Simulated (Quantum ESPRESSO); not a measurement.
Ir in Quantum ESPRESSO: the effect of dispersion

Crystal: Ir.

```
Ir
1.0
     0.00000    1.91560    1.91560
     1.91560    0.00000    1.91560
     1.91560    1.91560    0.00000
Ir
1
Cartesian
  0.0000 0.0000 0.0000
```

Alike in all runs:

* Program: Quantum ESPRESSO 7.5
* Task: relaxation of cell and atoms
* Functional: PBEsol
* Potentials or basis: GBRV 1.5 PBEsol
* Cutoff: 612 eV
* Density cutoff: 4898 eV
* k mesh: 12 × 12 × 12
* Occupations: fermi-dirac, width 0.05 eV
* Spin: no spin polarisation

Each run relaxes the cell or the atoms first.

Task: One run gave: relaxed volume 14.03 Å³/atom. Which dispersion did it use?
A. D3(BJ)
B. D4
C. rVV10
D. none
E. D3

Result: D.

```csv
dispersion,relaxed volume (Å³/atom)
none,14.03
D3,13.82
D3(BJ),13.82
rVV10,13.79
D4,13.84
```

Caveats: pairwise dispersion overbinds metals, which lowers pressure and volume (some runs); rVV10's parameter b was fitted to another functional (some runs).

Not every run made on this cell is shown here.
